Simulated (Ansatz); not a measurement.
A plane-wave DFT run in Ansatz 0.2.0 (scalar-relativistic PAW potentials unless the input names others): input and command.

```yaml
crystal:
  lattice:
    - [0.0, 1.753506171, 1.753506171]
    - [1.753506171, 0.0, 1.753506171]
    - [1.753506171, 1.753506171, 0.0]
  atoms:
    - { symbol: Ni, position: [0.0, 0.0, 0.0], spin: 0.75 }
basis:
  ecutwfc: 420
  precision: f64
kpoints:
  mp_grid: { grid: [20, 20, 20] }
hamiltonian:
  xc: pbe
scf:
  occupations: { method: gaussian, width: 0.1 }
  eigensolver: { kind: davidson }
output:
  forces: true
  eigenvalues: true
  stress: true
magnetization:
  spin_polarized: true
```

```bash
ansatz run input.yaml --threads 1 --pin off --max-ram 2560MiB --backend cpu --events-out ev --progress --plain --runs-dir out
```

Abridged log:
```
Basis set: ecut = 420 eV, 181 PW (Γ), exchange–correlation on 36×36×36 points (8 copies of the dense FFT grid, shifted against one another)
Bands: 14, of which v1, the nominal top of the filled ones, is band 9 counted from 1 (8 counted from 0)
Symmetry: 48 space group operations
k-points: 256 of 8000
SCF iter   1: F=—  HF=-5839.014809 eV  |F-HF|=—  |Δ(HF+E_count)|=         —  Δρ=9.48e-2 (↑1.37e-2 ↓9.48e-2) dr2=7.16e-1  dr2_m=1.82e-1  M=0.869 μB ∫|m|=0.928 μB  β_m=0.30  ethr=4.21e-3  ⟨swp⟩=2.2  Hψ=36340  notcnv=0
Mixer restart at iter 1: flushing history
SCF iter   2: F=—  HF=-5838.837362 eV  |F-HF|=—  |Δ(HF+E_count)|=   1.77e-1  Δρ=4.65e-2 (↑4.65e-2 ↓3.06e-2) dr2=2.88e-1  dr2_m=1.06e-2  M=0.725 μB ∫|m|=0.790 μB  β_m=0.26  ethr=3.98e-3  ⟨swp⟩=3.0  Hψ=16033  notcnv=0  defer=3
SCF iter   3: F=—  HF=-5839.060176 eV  |F-HF|=—  |Δ(HF+E_count)|=   2.23e-1  Δρ=2.12e-2 (↑2.12e-2 ↓1.13e-2) dr2=3.03e-2  dr2_m=8.97e-3  M=0.726 μB ∫|m|=0.796 μB  β_m=0.49  ethr=1.60e-3  ⟨swp⟩=2.2  Hψ=14461  notcnv=0
SCF iter   4: F=—  HF=-5839.562991 eV  |F-HF|=—  |Δ(HF+E_count)|=   5.03e-1  Δρ=1.92e-2 (↑1.22e-2 ↓1.92e-2) dr2=5.74e-2  dr2_m=2.30e-3  M=0.669 μB ∫|m|=0.749 μB  β_m=0.75  ethr=1.68e-4  ⟨swp⟩=3.0  Hψ=17056  notcnv=0
SCF iter   5: F=—  HF=-5839.725184 eV  |F-HF|=—  |Δ(HF+E_count)|=   1.62e-1  Δρ=1.11e-2 (↑2.29e-3 ↓1.11e-2) dr2=1.04e-2  dr2_m=2.53e-3  M=0.638 μB ∫|m|=0.729 μB  β_m=0.76  ethr=1.68e-4  ⟨swp⟩=3.0  Hψ=17332  notcnv=0
SCF iter   6: F=—  HF=-5839.725159 eV  |F-HF|=—  |Δ(HF+E_count)|=   2.52e-5  Δρ=4.10e-3 (↑8.53e-4 ↓4.10e-3) dr2=7.77e-4  dr2_m=5.44e-4  M=0.636 μB ∫|m|=0.727 μB  β_m=0.88  ethr=4.86e-6  ⟨swp⟩=2.6  Hψ=24400  notcnv=0
SCF iter   7: F=—  HF=-5839.724976 eV  |F-HF|=—  |Δ(HF+E_count)|=   1.83e-4  Δρ=2.72e-3 (↑5.33e-4 ↓2.72e-3) dr2=5.72e-4  dr2_m=1.57e-4  M=0.637 μB ∫|m|=0.728 μB  β_m=0.94  ethr=4.32e-6  ⟨swp⟩=2.0  Hψ=11932  notcnv=0
SCF iter   8: F=—  HF=-5839.724952 eV  |F-HF|=—  |Δ(HF+E_count)|=   2.41e-5  Δρ=2.22e-4 (↑1.19e-4 ↓2.22e-4) dr2=7.33e-6  dr2_m=3.43e-7  M=0.637 μB ∫|m|=0.727 μB  β_m=0.97  ethr=3.18e-6  ⟨swp⟩=2.6  Hψ=12611  notcnv=0
SCF iter   9: F=—  HF=-5839.724959 eV  |F-HF|=—  |Δ(HF+E_count)|=   7.48e-6  Δρ=1.73e-4 (↑5.94e-5 ↓1.73e-4) dr2=3.48e-6  dr2_m=3.56e-7  M=0.637 μB ∫|m|=0.728 μB  β_m=0.77  ethr=4.07e-8  ⟨swp⟩=4.0  Hψ=16819  notcnv=0
SCF iter  10: F=—  HF=-5839.724959 eV  |F-HF|=—  |Δ(HF+E_count)|=   5.37e-7  Δρ=2.15e-5 (↑7.45e-6 ↓2.15e-5) dr2=5.92e-8  dr2_m=5.43e-9  M=0.637 μB ∫|m|=0.728 μB  β_m=0.89  ethr=1.93e-8  ⟨swp⟩=2.0  Hψ=11932  notcnv=0
SCF iter  11: F=-5839.724959 eV  HF=-5839.724959 eV  |F-HF|=7.28e-9  |Δ(HF+E_count)|=   9.60e-9  Δρ=1.08e-5 (↑3.87e-6 ↓1.08e-5) dr2=1.52e-8  dr2_m=1.31e-9  M=0.637 μB ∫|m|=0.728 μB  ethr=3.29e-10  ⟨swp⟩=3.5  Hψ=14860  notcnv=0
SCF 1 converged in 11 iterations: F = -5839.724959 eV  dr2 = 1.52e-8
  Residual-converged pass: ⟨swp⟩=2.9  Hψ=13193  notcnv=0  max |occ|·‖R‖ = 6.7e-6 eV (tolerance 6.7e-6 eV) dr2=1.54e-8  dr2_m=1.32e-9  dr2_onsite=7.89e-9  max |Δocc| = 5.8e-9
SCF converged after 11 iterations
Magnetization: 0.6368 μB (9.3184 up, 8.6816 down)
Absolute magnetization: 0.7284 μB (∫|ρ↑−ρ↓|, with the PAW one-centre terms)
Spin contamination: 0.0070 ħ² per cell (⟨S²⟩ above its minimum at these occupations)
Per-site moments (μB) at R_I (Å): [(0.67562326, 1.02293078)]
Free energy (F): -5839.724959 eV
Harris-Foulkes:  -5839.724959 eV  (|F-HF|=7.28e-9)
Internal energy: -5839.716521 eV  (E = F + TS)
E sigma→0 (E₀):  -5839.720740 eV
Entropy (-TS):   -0.008438 eV (-8.438 meV/atom)
Fermi energy:    18.394694 eV
--- Forces (eV/Å), atoms counted from 1 ---
  atom   1  Ni     0.00000000     0.00000000     0.00000000
--- Stress (GPa, compression-positive) ---
        2.009094       0.000000       0.000000
        0.000000       2.009094       0.000000
        0.000000       0.000000       2.009094
  P = ⅓ Tr σ = 2.0091 GPa (20.091 kbar)
```

Apart from outputs, empty bands and the relaxation, which only the reference makes, the input differs from a reference run on usual settings in scf.eigensolver.kind: not typed → "davidson"; basis.precision: not typed → "f64". The reference, at the same geometry, ended its own course with pressure 2.01 GPa, largest force 0.000 eV/Å, no gap on the mesh. This run converged in 11 SCF iterations with an energy at zero smearing within 0.01 meV/atom of the reference's, pressure 2.01 GPa, largest force 0.000 eV/Å, no gap on the mesh.

Time: 8.4 s on 1 thread of Arm Neoverse V2 (shared host), peak memory 0.31 GiB.